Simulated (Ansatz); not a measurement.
The system is Cr.

```
CELL_PARAMETERS angstrom
2.71400 0.00000 0.00000
-1.35700 2.35039 0.00000
0.00000 0.00000 4.41000
ATOMIC_POSITIONS crystal
Cr 0.66667 0.33333 0.75000
Cr 0.33333 0.66667 0.25000
```

This isn't the form of Cr at room conditions, which is bcc.

* Program: Ansatz 0.2.0
* Task: single point
* Functional: PBE
* Potentials or basis: Ansatz PAW
* Cutoff: 420 eV (not typed: the program's choice for these potentials)
* k mesh: 11 × 11 × 6
* Occupations: fermi-dirac, width 0.05 eV
* Spin: collinear spin, ferromagnetic start
* Starting moments: [3.0, 3.0] μB

On this cell: pressure -25.5 GPa; largest force under 0.003 eV/Å; net moment 1.72 μB per cell; site moments Cr +0.79 μB; band gap on the k mesh none (metal or under the smearing width).

The same run follows on a disturbed copy (atoms moved at random, drawn with an rms of 0.05 Å):

```
CELL_PARAMETERS angstrom
2.71400 0.00000 0.00000
-1.35700 2.35039 0.00000
0.00000 0.00000 4.41000
ATOMIC_POSITIONS crystal
Cr 0.67792 0.33401 0.74410
Cr 0.33027 0.66015 0.25463
```

Q: What does the disturbed cell give?

A: The energy (extrapolated to zero smearing) moves by +0.9 meV/atom; pressure -25.0 GPa; largest force 0.126 eV/Å; net moment 1.82 μB per cell; site moments Cr +0.83 μB; band gap on the k mesh none (metal or under the smearing width).

Forces on the atoms (eV/Å):
```
Cr   0.035  0.020  0.120
Cr  -0.035 -0.020 -0.120
```

Stress tensor (GPa, compression positive):
```
-26.06   0.51   0.03
  0.51 -26.65   0.02
  0.03   0.02 -22.35
```

Caveats: so large a pressure means that the cell lies far from this level's equilibrium, or that cutoff or potentials fall short (some runs).
